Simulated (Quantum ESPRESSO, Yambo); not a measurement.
An input for Yambo 5.3.0 (AgBr (Fm-3m)):

```
optics
bss
bse
em1s
dipoles
rim_cut
RandQpts= 1000000
RandGvec= 1 RL
Chimod= "HARTREE"
BSKmod= "SEX"
BSEmod= "resonant"
BSSmod= "d"
BSENGexx= 1 RL
BSENGBlk= 6 Ry
% BSEQptR
 1 | 1 |
%
% BSEBands
 6 | 18 |
%
% BEnRange
 0 | 7 | eV
%
% BDmRange
 0.1 | 0.1 | eV
%
BEnSteps= 141
% BLongDir
 1 | 0 | 0 |
%
% BndsRnXs
 1 | 62 |
%
NGsBlkXs= 6 Ry
% LongDrXs
 1 | 1 | 1 |
%
% KfnQP_E
 1.14 | 1.0 | 1.0 |
%
WRbsWF
```

The database entry behind the starting cell differs from later determinations by our own check (about 0.6 % short of the room-temperature cell), so it need not match the best structure at ambient conditions.

```sh
OMP_NUM_THREADS=1 mpirun -n 4 yambo -F bse5.in -J bse5,bse3_W -C bse5 > bse5.log
```

The stored states that it reads are on a 4×4×4 mesh. Symmetry: Fm-3m, No. 225, cubic system. The conventional cell has a = 5.740 Å, b = 5.740 Å, c = 5.740 Å, α = 90.00°, β = 90.00°, γ = 90.00°. Nearest to Ag lie 6 Br at 2.87 Å. Nearest to Br lie 6 Ag at 2.87 Å. Farther neighbours and most contacts between anions are not listed.

**Question.** Estimate wall time and host memory on 4 MPI ranks of Arm Neoverse V1, shared host.

It took 67 s; on shared hardware allow 33 s to 2.2 min. Peak host memory was 1.5 GiB.

The kernel grows as the square of the matrix size, and full diagonalisation as its cube.

[Paths, hosts, dates, memory and timing lines, banners, echoed tables and standing remarks are left out of the program output.]

[Logs are printed without paths, hosts, clocks, repeated set-up lines and the standing remarks that a program may print on its own settings, such as how far it seeks lower states.]

[Runs of the session that timed out or met a known fault of the program may be left out.]

[Hosts, paths, dates, database ids (printed as entryN), source tags and the programs' standing remarks are cut or masked in the printed files.]
